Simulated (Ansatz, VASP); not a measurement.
**One calculation of AlP, two programs**

```
CELL_PARAMETERS angstrom
0.00000 2.75389 2.75389
2.75389 0.00000 2.75389
2.75389 2.75389 0.00000
ATOMIC_POSITIONS crystal
Al 0.00000 0.00000 0.00000
P 0.25000 0.25000 0.25000
```

Alike in both runs: functional PBE; k mesh 8 × 8 × 8; no spin polarisation.

Ansatz relaxed the structure, and its values are those at the end. VASP's run is a single point on that final structure, the one shown.

|  | VASP | Ansatz |
| --- | --- | --- |
| version | VASP 6.6.1 | Ansatz 0.2.0 |
| potentials or method | VASP PAW PBE potentials, release 64 (Al, P) | scalar-relativistic, plane waves, PAW |
| plane-wave cutoff (eV) | 520 | 420 |
| occupations | gaussian, width 0.01 eV | fixed |
| valence electrons in the cell | 8 | 8 |

```csv
,VASP,Ansatz,Ansatz less VASP
gap on the k mesh at the Fermi level (eV),1.63,1.63,+0.002
least direct gap on the mesh (eV),3.08,3.09,+0.002
pressure (GPa),-0.1,0.0,+0.10
```

A k mesh can miss the band edges.
